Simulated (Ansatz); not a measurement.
**BaO: parities and Z2 indices — Ansatz, plane waves and PAW**

Space group Fm-3m (No. 225), 2 atoms in the cell of the first input below: a = 3.889 Å, b = 3.889 Å, c = 3.889 Å, α = 60.00°, β = 60.00°, γ = 60.00°.

The cell was built from a prototype of a structure type listed for this compound, at its measured volume, taken without relaxation (pressure -0.4 GPa with this functional, without spin–orbit coupling). Functional: PBEsol.

Input:

```yaml
crystal:
  lattice:
    - [0.0, 2.7500011019, 2.7500011019]
    - [2.7500011019, 0.0, 2.7500011019]
    - [2.7500011019, 2.7500011019, 0.0]
  atoms:
    - { symbol: Ba, position: [0.5, 0.5, 0.5] }
    - { symbol: O, position: [0.0, 0.0, 0.0] }
basis:
  ecutwfc: 420
  ecutrho_ratio: 4
kpoints:
  mp_grid: { grid: [6, 6, 6] }
hamiltonian:
  xc: pbesol
scf:
  occupations: { method: gaussian, width: 0.05 }
output:
  forces: true
  stress: true
  eigenvalues: true
  populations: true
  topological_invariants: true
magnetization:
  noncollinear: true
  spin_orbit: true
```

```bash
ansatz run input.yaml --threads 4 --pin off --max-ram 9216MiB --backend cpu --events-out ev --progress --plain --runs-dir out
```

Time: 12 s on 4 threads of Arm Neoverse V2 (shared host), peak memory 0.57 GiB.

Without spin–orbit coupling the gap on a 10×10×10 mesh is 1.86 eV. With it, in a separate run (self-consistent on 8×8×8, bands on 16×16×16), a gap of 1.82 eV parts the filled from the empty bands (a gap on a mesh is an upper bound, as the edges may lie between its points, so gaps on unlike meshes don't measure the coupling's effect alone). The indices are those of the lowest 16 bands, and their direct separation from the next band is open.

Odd-parity bands among them at the eight time-reversal-invariant momenta (inversion centre at 0.000 0.000 0.000):

| k | odd bands |
| --- | --- |
| 0.0 0.0 0.0 | 12 |
| 0.0 0.0 0.5 | 8 |
| 0.0 0.5 0.0 | 8 |
| 0.0 0.5 0.5 | 12 |
| 0.5 0.0 0.0 | 8 |
| 0.5 0.0 0.5 | 12 |
| 0.5 0.5 0.0 | 12 |
| 0.5 0.5 0.5 | 8 |

What are the Z2 indices by the rule of Fu and Kane?

Each Kramers pair counts once, so δ = (−1)^(odd bands / 2): +, +, +, +, +, +, +, +. The product of all eight gives ν0, the products over the planes k_i = 1/2 the weak indices: (0;000). The Wilson-loop planes give (0;000).

The cell is scaled in volume by 0.96 and 1.05 with the atoms carried along. Do the indices change?

No.

```json
{"volume ratio": "0.96", "pressure with spin–orbit coupling (GPa)": "3.0", "smallest direct separation sampled (eV)": "1.653", "at k": "0.00 -0.50 -0.50", "separation": "open", "Z2": "(0;000)"}
{"volume ratio": "1.00", "pressure with spin–orbit coupling (GPa)": "-0.4", "smallest direct separation sampled (eV)": "1.815", "at k": "0.00 -0.50 -0.50", "separation": "open", "Z2": "(0;000)"}
{"volume ratio": "1.05", "pressure with spin–orbit coupling (GPa)": "-3.7", "smallest direct separation sampled (eV)": "1.983", "at k": "0.00 -0.50 -0.50", "separation": "open", "Z2": "(0;000)"}
```

Caveats: Kohn–Sham gaps are too small; Z2 indices don't see topology that rests on crystal symmetry, and an even number of inversions cancels.

BaO comes out as a topologically trivial insulator at all three volumes, as expected for a closed-shell ionic oxide. The sixteen bands correspond to the filled Ba 5s and 5p and O 2s and 2p shells, and these atomic shells alone reproduce the parity table. The drop from 12 odd bands at Γ and X to 8 at L is therefore no band inversion: with the inversion centre on oxygen, the Bloch phase at L reverses the parity of the Ba states, so 5s counts as odd and 5p as even.

The smallest sampled direct separation stays at X and grows with volume, from 1.653 to 1.983 eV. The likely reason is the Ba 5d character of the conduction-band minimum there: compression strengthens d–d overlap and broadens the 5d band, pulling its lower edge towards the O 2p states. Compression thus moves BaO towards a p–d inversion, but the separation remains wide throughout the range sampled. Whether the rocksalt structure would survive the compression needed to close it isn't shown.
